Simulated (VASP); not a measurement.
# LiH (P6_3/mmc) in VASP: notebook

Runs on LiH. Level: PBE. Tasks: single point.

All numbers are computed with VASP 6.6.1; they aren't measurements. Logs are shortened: lines on timing, memory, paths and dates and some standing lists are left out, and cuts for length are marked.

## 1. The structure

It takes space group P6_3/mmc (No. 194, hexagonal). The conventional cell has a = 3.255 Å, b = 3.255 Å, c = 4.069 Å, α = 90.00°, β = 90.00°, γ = 120.00°. Li (site symmetry -6m2) is surrounded by 5 H at 1.88 to 2.03 Å. H (site symmetry -6m2) has 5 Li at 1.88 to 2.03 Å as nearest neighbours.

The cell was built by a generator and needn't be a form met in nature.

## 2. Single point, PBE

Contents of INCAR:

```
SYSTEM = LiH
  ALGO = Fast
  EDIFF = 1E-6
  ENCUT = 520
  GGA = PE
  ISIF = 2
  ISMEAR = 0
  LASPH = .True.
  LCHARG = .True.
  LELF = .True.
  LREAL = .False.
  LVHAR = .True.
  LWAVE = .False.
  NBANDS = 12
  NELM = 100
  PREC = Accurate
  SIGMA = 0.01
```

Contents of KPOINTS:

```
k-points
0
Gamma
  9 9 6
  0 0 0
```

Contents of POSCAR:

```
LiH
1.0
    3.2548234149      0.0000000000      0.0000000000
   -1.6274117074      2.8187597621      0.0000000000
    0.0000000000      0.0000000000      4.0690682547
Li H
2 2
Direct
    0.3333333333      0.6666666667      0.2500000000
    0.6666666667      0.3333333333      0.7500000000
    0.6666666667      0.3333333333      0.2500000000
    0.3333333333      0.6666666667      0.7500000000
```

Potentials or basis: VASP PAW PBE potentials, release 64 (Li_sv, H).

Run with:

```sh
cat potpaw_PBE.64/Li_sv/POTCAR potpaw_PBE.64/H/POTCAR > POTCAR
mpirun -np 1 vasp_std > vasp.out
```

OUTCAR:

```text
SYSTEM = LiH
   EDIFF = 1E-6
   ENCUT = 520
   GGA = PE
   ISIF = 2
   ISMEAR = 0
   LASPH = .True.
   LREAL = .False.
   NELM = 100
   PREC = Accurate

 ion  position               nearest neighbor table
   1  0.333  0.667  0.250-
   2  0.667  0.333  0.750-
   3  0.667  0.333  0.250-
   4  0.333  0.667  0.750-

  LATTYP: Found a hexagonal cell.
 ALAT       =     3.2548234149
 C/A-ratio  =     1.2501655961

  Lattice vectors:

 A1 = (   3.2548234149,   0.0000000000,   0.0000000000)
 A2 = (  -1.6274117074,   2.8187597621,   0.0000000000)
 A3 = (   0.0000000000,   0.0000000000,   4.0690682547)

Analysis of symmetry for initial positions (statically):
=====================================================================
 Subroutine PRICEL returns:
 Original cell was already a primitive cell.

 Routine SETGRP: Setting up the symmetry group for a
 hexagonal supercell.

 Subroutine GETGRP returns: Found 24 space group operations
 (whereof 12 operations were pure point group operations)
 out of a pool of 24 trial point group operations.

The static configuration has the point symmetry D_3d.
 The point group associated with its full space group is D_6h.

Analysis of symmetry for dynamics (positions and initial velocities):
=====================================================================
 Subroutine PRICEL returns:
 Original cell was already a primitive cell.

 Routine SETGRP: Setting up the symmetry group for a
 hexagonal supercell.

 Subroutine GETGRP returns: Found 24 space group operations
 (whereof 12 operations were pure point group operations)
 out of a pool of 24 trial point group operations.

The dynamic configuration has the point symmetry D_3d.
 The point group associated with its full space group is D_6h.

 Subroutine INISYM returns: Found 24 space group operations
 (whereof 12 operations are pure point group operations),
 and found     1 'primitive' translations

----------------------------------------------------------------------------------------

                                     Primitive cell

  volume of cell :      37.3319

  direct lattice vectors                    reciprocal lattice vectors
     3.254823415  0.000000000  0.000000000     0.307236330  0.177382978  0.000000000
    -1.627411707  2.818759762  0.000000000     0.000000000  0.354765955  0.000000000
[... 101 lines left out ...]
   NUPDOWN=      -1.0000    fix difference up-down
   EMIN   =  10.00;   EMAX   =-10.00  energy-range for DOS
   EFERMI =   0.00;   METHOD = LEGACY
   ISMEAR =     0;   SIGMA  =   0.01  broadening in eV -4-tet -1-fermi 0-gaus
   EFERMI_NEDOS =   21; number of points for ismear=-14 and -15
   IALGO  =     68    algorithm
   IMIX   =      4    mixing-type and parameters
     AMIX     =   0.40;   BMIX     =  1.00
     AMIX_MAG =   1.60;   BMIX_MAG =  1.00
  volume/ion in A,a.u.               =       9.33        62.98
  Fermi-wavevector in a.u.,A,eV,Ry     =   0.979666  1.851300 13.058128  0.959745
  Thomas-Fermi vector in A             =   2.110537
   LORBIT       =      0    0 simple, 1 ext, 2 COOP (PROOUT), +10 PAW based schemes
   GGA     = PE    functional components
   LHFCALC =     F    Hartree Fock is set to
   AEXX    =    0.0000 exact exchange contribution
   IVDW    =     0    specifies the selected vdW correction
   LEPSILON=     F    determine dielectric tensor
   LRPA    =     F    only Hartree local field effects (RPA)
 non-spin polarized calculation
 RMM-DIIS sequential band-by-band and
 Gauss-broadening in eV      SIGMA  =   0.01
  energy-cutoff  :      520.00
  volume of cell :       37.33
 maximum number of plane-waves:      1038
   NGX = 13   NGY = 13   NGZ = 15

 number of electron       8.0000006 magnetization

 Free energy of the ion-electron system (eV)
  ---------------------------------------------------
  ext. energy  EPLUGINS =         0.00000000
  ---------------------------------------------------
  free energy    TOTEN  =       -12.16249470 eV

  energy without entropy =      -12.16249470  energy(sigma->0) =      -12.16249470

 E-fermi :  -0.0003     XC(G=0):  -7.8825

 val. band max:       -0.1655404435   @ k =   0.0000   0.0000   0.0000
 cond. band min:       1.6668023656   @ k =   0.3333   0.3333   0.0000
 fundamental gap:      1.8323428091
 Fermi energy:        -0.0003078350

 k-point     1 :       0.0000    0.0000    0.0000
  band No.  band energies     occupation
      1     -44.7887      2.00000
      2     -44.7314      2.00000
      3      -5.3932      2.00000
      4      -0.1655      2.00000
      5       2.9027      0.00000
      6      10.5272      0.00000
      7      10.5272      0.00000
      8      11.2649      0.00000
      9      13.2288      0.00000
     10      13.2288      0.00000
     11      14.9329      0.00000
     12      17.6201      0.00000
[... 331 lines left out ...]
 k-point    24 :       0.3333    0.3333    0.1667
  band No.  band energies     occupation
      1     -44.7520      2.00000
      2     -44.7520      2.00000
      3      -2.2582      2.00000
      4      -2.2582      2.00000
      5       1.9162      0.00000
      6       7.6520      0.00000
      7       7.6520      0.00000
      8       7.7918      0.00000
      9      11.5587      0.00000
     10      11.5587      0.00000
     11      14.1889      0.00000
     12      17.7770      0.00000

 [... further k-points ...]

------------------------ aborting loop because EDIFF is reached ----------------------------------------

  FORCE on cell =-STRESS in cart. coord.  units (eV):
  Direction    XX          YY          ZZ          XY          YZ          ZX
  --------------------------------------------------------------------------------------
  -------------------------------------------------------------------------------------
  Total       -0.0384834     -0.0384834     -0.0335628     -0.0000000     -0.0000000      0.0000000
  in kB       -1.6515967     -1.6515967     -1.4404180     -0.0000000     -0.0000000      0.0000000
  external PRESSURE =      -1.5812038 kB  Pullay stress =       0.0000000 kB

 VOLUME and BASIS-vectors are now :
 -----------------------------------------------------------------------------
  energy-cutoff  :      520.00
  volume of cell :       37.33
      direct lattice vectors                 reciprocal lattice vectors
     3.254823415  0.000000000  0.000000000     0.307236330  0.177382978  0.000000000
    -1.627411707  2.818759762  0.000000000     0.000000000  0.354765955  0.000000000
     0.000000000  0.000000000  4.069068255     0.000000000  0.000000000  0.245756507

 POSITION                                       TOTAL-FORCE (eV/Angst)
 -----------------------------------------------------------------------------------
     -0.00000      1.87917      1.01727         0.000000     -0.000000      0.000000
      1.62741      0.93959      3.05180        -0.000000     -0.000000      0.000000
      1.62741      0.93959      1.01727        -0.000000     -0.000000      0.000000
     -0.00000      1.87917      3.05180         0.000000      0.000000      0.000000
 -----------------------------------------------------------------------------------
    total drift:                                0.000000     -0.000000      0.000000

  FREE ENERGIE OF THE ION-ELECTRON SYSTEM (eV)
  ---------------------------------------------------
  free  energy   TOTEN  =       -12.1624946979 eV

  energy  without entropy=      -12.1624946979  energy(sigma->0) =      -12.16249470
```

Run time: 23 s. Hardware: 1 thread of AMD EPYC 9R45 (Zen 5), shared host; peak memory 0.12 GiB.

What came out:

| Item | Value |
| --- | --- |
| Free energy | -12.1625 eV |
| Band gap on the k mesh | 1.83 eV, indirect (least direct gap 3.07 eV) |

Levels at points of the mesh, in eV from the valence-band top:
| k point | band 1 | band 2 | band 3 | band 4 | band 5 | band 6 | band 7 | band 8 |
| --- | --- | --- | --- | --- | --- | --- | --- | --- |
| (0.00, 0.00, 0.00) | -44.62 | -44.57 | -5.23 | 0.00 | 3.07 | 10.69 | 10.69 | 11.43 |
| (0.00, 0.00, 0.50) | -44.59 | -44.59 | -3.72 | -3.72 | 9.55 | 9.55 | 12.71 | 12.71 |

Caveat: the cutoff is under 1.25 times the usual one of these potentials, so pressure, stress and relaxed cells hold a basis-set (Pulay) error; an odd mesh through Γ misses points on the zone boundary, where band edges often lie. A hybrid or GW would open this gap; PBE tends to underestimate it.

## 3. Single point, PBE

Contents of INCAR:

```
SYSTEM = LiH
PREC = Accurate
ENCUT = 520
EDIFF = 1E-7
ISMEAR = 0
SIGMA = 0.01
LREAL = .False.
LASPH = .True.
NELM = 100
ALGO = Normal
ISIF = 2
LWAVE = .False.
LCHARG = .False.
GGA = PE
NBANDS = 12
```

Contents of KPOINTS:

```
Automatic mesh
0
Gamma
  9 9 6
  0 0 0
```

POSCAR is that of step 2.

Potentials or basis: VASP PAW PBE potentials, release 64 (Li_sv, H).

Run with:

```sh
cat potpaw_PBE.64/Li_sv/POTCAR potpaw_PBE.64/H/POTCAR > POTCAR
mpirun -np 1 vasp_std > vasp.out
```

It took 9.6 s on 1 thread of AMD EPYC 9R45 (Zen 5), shared host; peak memory 0.12 GiB.

The run converged. Its results:

```
Free energy            : -12.1625 eV
Band gap on the k mesh : 1.83 eV, indirect (least direct gap 3.07 eV)
```

Levels at points of the mesh, in eV from the valence-band top:
```csv
k point,band 1,band 2,band 3,band 4,band 5,band 6,band 7,band 8,band 9
"(0.00, 0.00, 0.00)",-44.62,-44.57,-5.23,0.00,3.07,10.69,10.69,11.38,13.39
"(0.00, 0.00, 0.50)",-44.59,-44.59,-3.72,-3.72,9.55,9.55,12.71,12.71,12.71
```

Caveat: the cutoff is under 1.25 times the usual one of these potentials, so pressure, stress and relaxed cells hold a basis-set (Pulay) error; an odd mesh through Γ misses points on the zone boundary, where band edges often lie. Expect the measured gap to be larger: semilocal functionals such as PBE lack the derivative discontinuity.
